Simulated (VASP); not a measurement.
# Cl (Cmce) in VASP: a series of runs

The runs below take Cl through phonons, dielectric tensor, with PBE.

All numbers are computed with VASP 6.6.1; they aren't measurements. Logs are shortened: lines on timing, memory, paths and dates and some standing lists are left out, and cuts for length are marked.

## (1) The crystal as given

The structure is orthorhombic, space group Cmce (No. 64). The conventional cell has a = 4.917 Å, b = 3.247 Å, c = 7.174 Å, α = 90.00°, β = 90.00°, γ = 90.00°. Cl (site symmetry m) is surrounded by 1 Cl at 2.01 Å.

## (2) Phonons, PBE

File POSCAR:

```
Cl
1.0
    2.4583436611     -1.6234000565      0.0000000000
    2.4583436611      1.6234000565      0.0000000000
    0.0000000000      0.0000000000      7.1737305992
  Cl
     4
Direct
     0.8340850288801039    0.1659149711198960    0.1183612845493977
     0.6659149711198961    0.3340850288801040    0.6183612845493978
     0.1659149711198960    0.8340850288801039    0.8816387154506022
     0.3340850288801040    0.6659149711198961    0.3816387154506023
```

File INCAR.step1:

```
PREC     = Accurate       # precision mode
ENCUT    = 600            # plane-wave cutoff, eV
EDIFF    = 1E-8           # SCF threshold, eV
ISMEAR   = 0              # smearing method
SIGMA    = 0.03           # smearing width, eV
LREAL    = False          # projectors in reciprocal space
LASPH    = True           # aspherical terms in the spheres
NELM     = 80             # most SCF steps
ALGO     = Normal         # electronic algorithm
ISIF     = 3              # what is computed and relaxed
LWAVE    = False          # write WAVECAR
LCHARG   = False          # write CHGCAR
GGA      = PE             # functional
PSTRESS  = 420.0        
IBRION   = 2              # ionic algorithm
NSW      = 40             # ionic steps
EDIFFG   = -0.002         # ionic threshold
```

File INCAR.step2:

```
PREC     = Accurate       # precision mode
ENCUT    = 600            # plane-wave cutoff, eV
EDIFF    = 1E-8           # SCF threshold, eV
ISMEAR   = 0              # smearing method
SIGMA    = 0.03           # smearing width, eV
LREAL    = False          # projectors in reciprocal space
LASPH    = True           # aspherical terms in the spheres
NELM     = 80             # most SCF steps
ALGO     = Normal         # electronic algorithm
ISIF     = 2              # what is computed and relaxed
LWAVE    = False          # write WAVECAR
LCHARG   = False          # write CHGCAR
GGA      = PE             # functional
PSTRESS  = 420.0        
IBRION   = 6              # ionic algorithm
NFREE    = 2            
POTIM    = 0.015          # step
NSW      = 1              # ionic steps
```

File KPOINTS:

```
regular mesh
0
Gamma
  8 8 4
```

Potentials or basis: VASP PAW PBE potentials, release 64 (Cl).

On the command line:

```sh
$ cat potpaw_PBE.64/Cl/POTCAR > POTCAR
$ cp INCAR.step1 INCAR
$ mpirun -np 1 vasp_std > vasp.out
$ cp CONTCAR POSCAR
$ cp INCAR.step2 INCAR
$ mpirun -np 1 vasp_std > vasp.out
```

OUTCAR:

```text
PREC = Accurate
   ENCUT = 600
   EDIFF = 1E-8
   ISMEAR = 0
   LREAL = False
   LASPH = True
   NELM = 80
   ISIF = 2
   GGA = PE
   PSTRESS = 420.0
   IBRION = 6
   NFREE = 2
   POTIM = 0.015
   NSW = 1

 ion  position               nearest neighbor table
   1  0.834  0.166  0.118-   3 2.01   4 2.49   4 2.49
   2  0.666  0.334  0.618-   4 2.01   3 2.49   3 2.49
   3  0.166  0.834  0.882-   1 2.01   2 2.49   2 2.49
   4  0.334  0.666  0.382-   2 2.01   1 2.49   1 2.49

  LATTYP: Found a base centered orthorhombic cell.
 ALAT       =     3.2465903442
 B/A-ratio  =     1.5144619667
 C/A-ratio  =     2.2094808350

  Lattice vectors:

 A1 = (  -2.4584187990,  -1.6232951721,   0.0000000000)
 A2 = (   2.4584187990,  -1.6232951721,   0.0000000000)
 A3 = (   0.0000000000,   0.0000000000,   7.1732791446)

Analysis of symmetry for initial positions (statically):
=====================================================================
 Subroutine PRICEL returns:
 Original cell was already a primitive cell.

 Routine SETGRP: Setting up the symmetry group for a
 base centered orthorhombic supercell.

 Subroutine GETGRP returns: Found  8 space group operations
 (whereof  4 operations were pure point group operations)
 out of a pool of  8 trial point group operations.

The static configuration has the point symmetry C_2h.
 The point group associated with its full space group is D_2h.

Analysis of symmetry for dynamics (positions and initial velocities):
=====================================================================
 Subroutine PRICEL returns:
 Original cell was already a primitive cell.

 Routine SETGRP: Setting up the symmetry group for a
 base centered orthorhombic supercell.

 Subroutine GETGRP returns: Found  8 space group operations
 (whereof  4 operations were pure point group operations)
 out of a pool of  8 trial point group operations.

The dynamic configuration has the point symmetry C_2h.
 The point group associated with its full space group is D_2h.

 Subroutine INISYM returns: Found  8 space group operations
 (whereof  4 operations are pure point group operations),
 and found     1 'primitive' translations

----------------------------------------------------------------------------------------

                                     Primitive cell

  volume of cell :      57.2534

  direct lattice vectors                    reciprocal lattice vectors
     2.458418799 -1.623295172  0.000000000     0.203382760 -0.308015454  0.000000000
     2.458418799  1.623295172  0.000000000     0.203382760  0.308015454  0.000000000
     0.000000000  0.000000000  7.173279145     0.000000000  0.000000000  0.139406258

  length of vectors
     2.945999017  2.945999017  7.173279145     0.369104412  0.369104412  0.139406258

  position of ions in fractional coordinates (direct lattice)
     0.834086784  0.165913216  0.118367448
     0.665913216  0.334086784  0.618367448
     0.165913216  0.834086784  0.881632552
     0.334086784  0.665913216  0.381632552

  ion indices of the primitive-cell ions
   primitive index   ion index
                 1           1
                 2           2
                 3           3
                 4           4

----------------------------------------------------------------------------------------

 KPOINTS: regular mesh

Automatic generation of k-mesh.
 Grid dimensions read from file:
 generate k-points for:    8    8    4
[... 81 lines left out ...]
   IALGO  =     38    algorithm
   IMIX   =      4    mixing-type and parameters
     AMIX     =   0.40;   BMIX     =  1.00
     AMIX_MAG =   1.60;   BMIX_MAG =  1.00
  volume/ion in A,a.u.               =      14.31        96.59
  Fermi-wavevector in a.u.,A,eV,Ry     =   1.289814  2.437395 22.634932  1.663621
  Thomas-Fermi vector in A             =   2.421684
   LORBIT       =      0    0 simple, 1 ext, 2 COOP (PROOUT), +10 PAW based schemes
   GGA     = PE    functional components
   LHFCALC =     F    Hartree Fock is set to
   AEXX    =    0.0000 exact exchange contribution
   IVDW    =     0    specifies the selected vdW correction
   LEPSILON=     F    determine dielectric tensor
   LRPA    =     F    only Hartree local field effects (RPA)
 finite differences with symmetry
 non-spin polarized calculation
 Gauss-broadening in eV      SIGMA  =   0.03
  energy-cutoff  :      600.00
  volume of cell :       57.25
 maximum number of plane-waves:      1956
   NGX = 11   NGY = 11   NGZ = 29

--------------------------------------- Ionic step        1  -------------------------------------------

 number of electron      28.0000004 magnetization

 Free energy of the ion-electron system (eV)
  ---------------------------------------------------
  ext. energy  EPLUGINS =         0.00000000
  ---------------------------------------------------
  free energy    TOTEN  =        -3.63743314 eV

  energy without entropy =       -3.63743314  energy(sigma->0) =       -3.63743314

------------------------ aborting loop because EDIFF is reached ----------------------------------------

  FORCE on cell =-STRESS in cart. coord.  units (eV):
  Direction    XX          YY          ZZ          XY          YZ          ZX
  --------------------------------------------------------------------------------------
  -------------------------------------------------------------------------------------
  Total       15.0131037     15.0087097     15.0147689      0.0000000     -0.0000000      0.0000000
  in kB      420.1264014    420.0034406    420.1730008      0.0000000     -0.0000000      0.0000000
  external PRESSURE =       0.1009476 kB  Pullay stress =     420.0000000 kB
[... 227 lines left out ...]
--------------------------------------- Ionic step        7  -------------------------------------------

 number of electron      28.0000005 magnetization

 Free energy of the ion-electron system (eV)
  ---------------------------------------------------
  ext. energy  EPLUGINS =         0.00000000
  ---------------------------------------------------
  free energy    TOTEN  =        -3.63559110 eV

  energy without entropy =       -3.63559110  energy(sigma->0) =       -3.63559110

 E-fermi :   7.6673     XC(G=0): -11.4127

 val. band max:        7.5344279734   @ k =   0.5000   0.0000   0.5000
 cond. band min:       9.0519670038   @ k =   0.5000   0.5000   0.2500
 fundamental gap:      1.5175390303
 Fermi energy:         7.6672944405

 k-point     1 :       0.0000    0.0000    0.0000
  band No.  band energies     occupation
      1     -12.4626      2.00000
      2     -10.9669      2.00000
      3      -8.9715      2.00000
      4      -4.9774      2.00000
      5      -1.0061      2.00000
      6       3.0520      2.00000
[... 481 lines left out ...]
      5      -0.5935      2.00000
      6       0.9349      2.00000
[... 10 lines left out ...]
     17      15.6812      0.00000
     18      15.9821      0.00000

 [... further k-points ...]

------------------------ aborting loop because EDIFF is reached ----------------------------------------

  FORCE on cell =-STRESS in cart. coord.  units (eV):
  Direction    XX          YY          ZZ          XY          YZ          ZX
  --------------------------------------------------------------------------------------
  -------------------------------------------------------------------------------------
  Total       15.0041099     15.0873882     15.1496653      0.0000000      0.1534658      0.0000000
  in kB      419.8747195    422.2051772    423.9479396      0.0000000      4.2945853      0.0000000
  external PRESSURE =       2.0092787 kB  Pullay stress =     420.0000000 kB
[... 23 lines left out ...]
  energy  without entropy=       -3.6355910992  energy(sigma->0) =       -3.63559110

  enthalpy is  TOTEN    =        11.3729956717 eV   P V=       15.0085867709

 INTERNAL STRAIN TENSORS FROM DISPLACED ATOMS
 ============================================

 INTERNAL STRAIN TENSOR FOR ION    1 for displacements in x,y,z  (eV/Angst):
          X           Y           Z          XY          YZ          ZX
  --------------------------------------------------------------------------------
  x     0.00000     0.00000     0.00000    -0.16261     0.00000    -0.68922
  y     1.47786    -3.46195   -10.47675     0.00000    -7.00445     0.00000
  z     0.57779    -4.84919    -8.44822     0.00000    -9.96906     0.00000

 INTERNAL STRAIN TENSOR FOR ION    4 for displacements in x,y,z  (eV/Angst):
          X           Y           Z          XY          YZ          ZX
  --------------------------------------------------------------------------------
  x     0.00000     0.00000     0.00000    -0.16261     0.00000     0.68922
  y     1.47786    -3.46195   -10.47675     0.00000     7.00445     0.00000
  z    -0.57779     4.84919     8.44822     0.00000    -9.96906     0.00000

 Eigenvectors and eigenvalues of the dynamical matrix
 ----------------------------------------------------

   1 f  =   14.452373 THz    90.806938 2PiTHz  482.079273 cm-1    59.770185 meV
             X         Y         Z           dx          dy          dz
      2.458419 -1.084643  0.849083     0.000000    0.314017    0.389093
      2.458419 -0.538652  4.435722     0.000000    0.314017   -0.389093
      2.458419  1.084643  6.324196    -0.000000   -0.314017   -0.389093
      2.458419  0.538652  2.737557    -0.000000   -0.314017    0.389093
[... 57 lines left out ...]
  10 f  =    0.000000 THz     0.000001 2PiTHz    0.000003 cm-1     0.000000 meV
             X         Y         Z           dx          dy          dz
      2.458419 -1.084643  0.849083     0.500000   -0.000002   -0.000000
      2.458419 -0.538652  4.435722     0.500000   -0.000002   -0.000000
      2.458419  1.084643  6.324196     0.500000   -0.000002   -0.000000
      2.458419  0.538652  2.737557     0.500000   -0.000002   -0.000000

  11 f/i=    0.000054 THz     0.000339 2PiTHz    0.001798 cm-1     0.000223 meV
             X         Y         Z           dx          dy          dz
      2.458419 -1.084643  0.849083     0.000002    0.500000    0.000003
      2.458419 -0.538652  4.435722     0.000002    0.500000   -0.000003
      2.458419  1.084643  6.324196     0.000002    0.500000    0.000003
      2.458419  0.538652  2.737557     0.000002    0.500000   -0.000003

  12 f/i=    0.000515 THz     0.003233 2PiTHz    0.017165 cm-1     0.002128 meV
             X         Y         Z           dx          dy          dz
      2.458419 -1.084643  0.849083    -0.000000    0.000083   -0.500000
      2.458419 -0.538652  4.435722    -0.000000   -0.000083   -0.500000
      2.458419  1.084643  6.324196    -0.000000    0.000083   -0.500000
      2.458419  0.538652  2.737557    -0.000000   -0.000083   -0.500000

 ELASTIC MODULI CONTR FROM IONIC RELAXATION (kBar)
 Direction    XX          YY          ZZ          XY          YZ          ZX
 --------------------------------------------------------------------------------
 XX         -21.8103     54.4824    158.8379     -0.0000     -0.0000     -0.0000
 YY          54.4824   -182.6132   -454.6920      0.0000     -0.0000      0.0000
 ZZ         158.8379   -454.6920  -1228.8718      0.0000     -0.0000      0.0000
 XY          -0.0000      0.0000      0.0000     -0.7829     -0.0000      0.0000
 YZ           0.0000      0.0000      0.0000     -0.0000   -550.9424      0.0000
 ZX          -0.0000      0.0000      0.0000      0.0000      0.0000     -7.6475
 --------------------------------------------------------------------------------
```

Wall time 7.3 min (1 thread of Intel Xeon Platinum 8488C (Sapphire Rapids), shared host); peak memory 0.32 GiB.

Results:

| Property | Result |
| --- | --- |
| Highest phonon frequency at Γ | 482 cm⁻¹ |

Step by step:
| step | energy change (eV) | largest force (eV/Å) | pressure (GPa) | volume (Å³) |
| --- | --- | --- | --- | --- |
| 1 | 0.0000 | 0.0015 | 41.99 | 57.26 |
| 2 | 0.0024 | 0.0015 | 42.02 | 57.25 |
| 3 | 0.0015 | 0.0013 | 42.01 | 57.25 |

Phonon frequencies in cm⁻¹ (negative: imaginary):
```csv
q point,frequencies
"(0.000, 0.000, 0.000)",0 0 0 104 130 170 231 286 290 337 479 482
```

## (3) Dielectric tensor, PBE

File INCAR:

```
PREC     = Accurate       # precision mode
ENCUT    = 600            # plane-wave cutoff, eV
EDIFF    = 1E-8           # SCF threshold, eV
ISMEAR   = 0              # smearing method
SIGMA    = 0.03           # smearing width, eV
LREAL    = False          # projectors in reciprocal space
LASPH    = True           # aspherical terms in the spheres
NELM     = 80             # most SCF steps
ALGO     = Normal         # electronic algorithm
ISIF     = 2              # what is computed and relaxed
LWAVE    = False          # write WAVECAR
LCHARG   = False          # write CHGCAR
GGA      = PE             # functional
LEPSILON = True           # dielectric tensor by DFPT
```

KPOINTS is that of step 2.

File POSCAR:

```
Cl                                      
1.0
    2.4584187990     -1.6232951721      0.0000000000
    2.4584187990      1.6232951721     -0.0000000000
    0.0000000000     -0.0000000000      7.1732791446
  Cl            
     4
Direct
     0.8340867844954390    0.1659132155045609    0.1183674480963164
     0.6659132155045610    0.3340867844954392    0.6183674480963164
     0.1659132155045609    0.8340867844954390    0.8816325519036836
     0.3340867844954392    0.6659132155045610    0.3816325519036836
```

Potentials or basis: VASP PAW PBE potentials, release 64 (Cl).

On the command line:

```sh
$ cat potpaw_PBE.64/Cl/POTCAR > POTCAR
$ mpirun -np 1 vasp_std > vasp.out
```

OUTCAR:

```text
PREC = Accurate
   ENCUT = 600
   EDIFF = 1E-8
   ISMEAR = 0
   LREAL = False
   LASPH = True
   NELM = 80
   ISIF = 2
   GGA = PE
   LEPSILON = True

 ion  position               nearest neighbor table
   1  0.834  0.166  0.118-   3 2.01   4 2.49   4 2.49
   2  0.666  0.334  0.618-   4 2.01   3 2.49   3 2.49
   3  0.166  0.834  0.882-   1 2.01   2 2.49   2 2.49
   4  0.334  0.666  0.382-   2 2.01   1 2.49   1 2.49

  LATTYP: Found a base centered orthorhombic cell.
 ALAT       =     3.2465903442
 B/A-ratio  =     1.5144619668
 C/A-ratio  =     2.2094808350

  Lattice vectors:

 A1 = (  -2.4584187990,  -1.6232951721,   0.0000000000)
 A2 = (   2.4584187990,  -1.6232951721,   0.0000000000)
 A3 = (   0.0000000000,   0.0000000000,   7.1732791446)

Analysis of symmetry for initial positions (statically):
=====================================================================
 Subroutine PRICEL returns:
 Original cell was already a primitive cell.

 Routine SETGRP: Setting up the symmetry group for a
 base centered orthorhombic supercell.

 Subroutine GETGRP returns: Found  8 space group operations
 (whereof  4 operations were pure point group operations)
[... 737 lines left out ...]

  energy without entropy =       -3.78717296

------------------------ aborting loop because EDIFF is reached ----------------------------------------

 PIEZOELECTRIC TENSOR FIELD DIRECTION 3  (e Angst)
 -----------------------------------------------------------------------------
    -0.00378  0.00000  0.00000           ( -0.00000  0.00000  0.00000)
     0.00000  0.00169  0.00000           (  0.00000  0.00000  0.00000)
     0.00000  0.00000  0.00640           (  0.00000  0.00000 -0.00000)

 PIEZOELECTRIC TENSOR FIELD DIRECTION 3  (C/m^2)
 -----------------------------------------------------------------------------
    -0.00106  0.00000  0.00000
     0.00000  0.00047  0.00000
     0.00000  0.00000  0.00179

 MACROSCOPIC STATIC DIELECTRIC TENSOR (including local field effects in DFT)
 ------------------------------------------------------
           4.169484     0.000000     0.000000
           0.000000    11.044409     0.000000
           0.000000     0.000000    23.432201
 ------------------------------------------------------

 PIEZOELECTRIC TENSOR (including local field effects)  for field in x, y, z        (e  Angst)
          XX          YY          ZZ          XY          YZ          ZX
  --------------------------------------------------------------------------------
  x     0.00000     0.00000     0.00000     0.00000     0.00000     0.00000
  y     0.00000     0.00000     0.00000     0.00000     0.00000     0.00000
  z     0.00000     0.00000     0.00000     0.00000     0.00000     0.00000

 PIEZOELECTRIC TENSOR (including local field effects)  for field in x, y, z        (C/m^2)
          XX          YY          ZZ          XY          YZ          ZX
  --------------------------------------------------------------------------------
  x     0.00000     0.00000     0.00000     0.00000     0.00000     0.00000
  y     0.00000     0.00000     0.00000     0.00000     0.00000     0.00000
  z     0.00000     0.00000     0.00000     0.00000     0.00000     0.00000

 BORN EFFECTIVE CHARGES (including local field effects) (in |e|, cummulative output)
 ---------------------------------------------------------------------------------
 ion    1
    1    -0.00000     0.00000     0.00000
    2     0.00000     0.00000     1.56778
    3     0.00000     2.65747     0.00000
 ion    2
    1     0.00000     0.00000     0.00000
    2     0.00000     0.00000    -1.56778
    3     0.00000    -2.65747     0.00000
 ion    3
    1    -0.00000     0.00000     0.00000
    2     0.00000     0.00000     1.56778
    3     0.00000     2.65747     0.00000
 ion    4
    1     0.00000     0.00000     0.00000
    2     0.00000     0.00000    -1.56778
    3     0.00000    -2.65747     0.00000
```

Run time: 5.1 min. Hardware: 1 thread of Intel Xeon Platinum 8488C (Sapphire Rapids), shared host; peak memory 0.33 GiB.

Results:

- Band gap on the k mesh: 1.49 eV, indirect (least direct gap 1.92 eV)
- Electronic dielectric tensor (diagonal): 4.17, 11.04, 23.43
- Born charges (mean of the diagonal): Cl +0.00 e

Electronic dielectric tensor:
```
 4.17  0.00  0.00
 0.00 11.04  0.00
 0.00  0.00 23.43
```

Born effective charge tensors (e):
atom 1, Cl
```
0.00 0.00 0.00
0.00 0.00 1.57
0.00 2.66 0.00
```
atom 2, Cl
```
 0.00  0.00  0.00
 0.00  0.00 -1.57
 0.00 -2.66  0.00
```
atom 3, Cl
```
0.00 0.00 0.00
0.00 0.00 1.57
0.00 2.66 0.00
```
atom 4, Cl
```
 0.00  0.00  0.00
 0.00  0.00 -1.57
 0.00 -2.66  0.00
```
